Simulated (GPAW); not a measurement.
The system is BP.

```
P B
1.0
     0.00000    2.26900    2.26900
     2.26900    0.00000    2.26900
     2.26900    2.26900    0.00000
P B
1 1
Cartesian
  3.4035 3.4035 3.4035
  0.0000 0.0000 0.0000
```

- Program: GPAW 26.7.0
- Task: relaxation of cell and atoms
- Functional: PBEsol
- Dispersion: D3(BJ)
- Potentials or basis: PAW data sets generated in the run's folder for this functional
- Cutoff: 800 eV
- Basis: pw
- k mesh: 10 × 10 × 10
- Occupations: fermi-dirac, width 0.05 eV
- Spin: no spin polarisation

At the start: pressure -5.2 GPa; volume 11.68 Å³/atom.

Task: How do energy, volume and symmetry change on relaxing?

Result: Over 3 steps the energy falls by 5.7 meV/atom and the volume is 11.31 Å³/atom (-3.1 %); space group F-43m (No. 216, to 0.05 Å).

The path:
```tsv
step	energy change (eV)	largest force (eV/Å)	pressure (GPa)	volume (Å³)
1	0.0000	0.0000	-5.20	23.36
2	-0.0052	0.0000	-3.91	23.17
3	-0.0113	0.0000	0.12	22.63
```

Final structure:
```
P B
1.0
     0.00000    2.24493    2.24493
     2.24493    0.00000    2.24493
     2.24493    2.24493    0.00000
P B
1 1
Direct
  0.75000 0.75000 0.75000
  0.00000 0.00000 0.00000
```

Caveat: later steps reuse the first step's grids.
